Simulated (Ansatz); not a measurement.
WC-type SrO

Computed with Ansatz (plane waves, PAW, 420 eV cutoff): PBEsol, scalar-relativistic, no spin polarisation, Γ-centred 10×10×10 mesh, 0.05 eV Gaussian smearing; PAW files: Ansatz's generated set soft_2.

```cif
data_structure
_symmetry_space_group_name_H-M 'P-6m2'
_symmetry_Int_Tables_number 187
_cell_length_a 3.4780
_cell_length_b 3.4780
_cell_length_c 3.1580
_cell_angle_alpha 90.000
_cell_angle_beta 90.000
_cell_angle_gamma 120.000
_cell_volume 33.08
loop_
_atom_site_label
_atom_site_type_symbol
_atom_site_symmetry_multiplicity
_atom_site_Wyckoff_symbol
_atom_site_fract_x
_atom_site_fract_y
_atom_site_fract_z
_atom_site_occupancy
Sr1 Sr 1 a 0.00000 0.00000 0.00000 1
O1 O 1 f 0.66667 0.33333 0.50000 1
```

The start was a prototype's sites filled with these elements. The Crystallography Open Database lists the compound in space group Fm-3m (rock salt), so this is a trial structure.

Task: Which orbitals make up the states within about 0.6 eV of the valence edge?

Result: O 2p 98 % (shares among the projected shells); the gap is 2.81 eV. The projected shells catch only 44 % of the states at the conduction edge, which lie mostly on empty orbitals that aren't projected.

Density of states (tetrahedra, averaged over 0.5 eV; states/eV per cell of 2 atoms; energy in eV from the Fermi level; projections on Löwdin-orthogonalised atomic orbitals, summed over sites):

| E | total | O 2p | Sr 5s | Sr 4p | O 2s | Sr 4s |
| --- | --- | --- | --- | --- | --- | --- |
| -4.10 | 0.1 | 0.0 | 0.0 | 0.0 | 0.0 | 0.0 |
| -3.60 | 1.6 | 1.3 | 0.1 | 0.0 | 0.0 | 0.0 |
| -3.10 | 2.8 | 2.4 | 0.2 | 0.1 | 0.0 | 0.0 |
| -2.60 | 2.2 | 2.0 | 0.0 | 0.0 | 0.0 | 0.0 |
| -2.10 | 5.1 | 4.7 | 0.0 | 0.1 | 0.0 | 0.0 |
| -1.60 | 0.3 | 0.2 | 0.0 | 0.0 | 0.0 | 0.0 |
| -1.10 | 0.0 | 0.0 | 0.0 | 0.0 | 0.0 | 0.0 |
| -0.60 | 0.0 | 0.0 | 0.0 | 0.0 | 0.0 | 0.0 |
| -0.10 | 0.0 | 0.0 | 0.0 | 0.0 | 0.0 | 0.0 |
| 0.40 | 0.0 | 0.0 | 0.0 | 0.0 | 0.0 | 0.0 |
| 0.90 | 0.0 | 0.0 | 0.0 | 0.0 | 0.0 | 0.0 |
| 1.40 | 0.0 | 0.0 | 0.0 | 0.0 | 0.0 | 0.0 |
| 1.90 | 0.1 | 0.0 | 0.0 | 0.0 | 0.0 | 0.0 |
| 2.40 | 0.6 | 0.0 | 0.1 | 0.0 | 0.0 | 0.0 |
| 2.90 | 1.2 | 0.1 | 0.2 | 0.0 | 0.0 | 0.0 |
| 3.40 | 1.5 | 0.1 | 0.4 | 0.0 | 0.0 | 0.0 |
| 3.90 | 0.7 | 0.0 | 0.2 | 0.0 | 0.0 | 0.0 |
| 4.40 | 0.4 | 0.0 | 0.1 | 0.0 | 0.0 | 0.0 |
| 4.90 | 1.1 | 0.1 | 0.1 | 0.0 | 0.0 | 0.0 |
| 5.40 | 1.8 | 0.1 | 0.2 | 0.0 | 0.0 | 0.0 |
| 5.90 | 1.8 | 0.1 | 0.2 | 0.0 | 0.0 | 0.0 |

Formal charges Sr²⁺, O²⁻ balance and leave closed shells on every ion, so a band insulator is expected, and the gap is 2.81 eV.

Kohn–Sham gaps of semilocal functionals lie under measured ones, often by a third or more.
